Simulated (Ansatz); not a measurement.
# InSb: strain energy, fitted

InSb, F-43m, a = 6.633 Å. Ansatz: PBE, PAW, 420 eV, Γ-centred 12×12×8 mesh on 4 atoms, Gaussian smearing 0.10 eV; no spin polarisation. Series: equal strain along all axes, cell held, atoms fixed by symmetry; x is the strain in per cent. y is the free energy over the unstrained cell, V0 = 36.482 Å³/atom.

```tsv
x (%)	y (meV/atom)
-3.0	?
-2.0	16.76
-1.0	4.14
0.0	0.00
1.0	3.42
2.0	13.57
3.0	29.66
```

Problem. Fit y = c2 x² + c3 x³ to the other rows, turn c2 into a modulus, and predict the missing energy.

Solution. Least squares on the rows shown. y = 3.8199 x² − 0.17887 x³. In eV per unit strain² c2 is 38.20; the stiffness is B for this strain (E = 9/2 B V0 ε², shape held): 2 × 38.20 × 160.2 / (9 × 36.482) = 37 GPa. The unstrained cell keeps some stress along the strain, worth a slope of -0.21 meV/atom per %, which the form leaves out. At x = -3.0 the fit asked for gives 39.21 meV/atom. The run gave 38.90 meV/atom, so the fit is 0.31 meV/atom too high, within twice the rms miss on the fitted rows (0.18 meV/atom).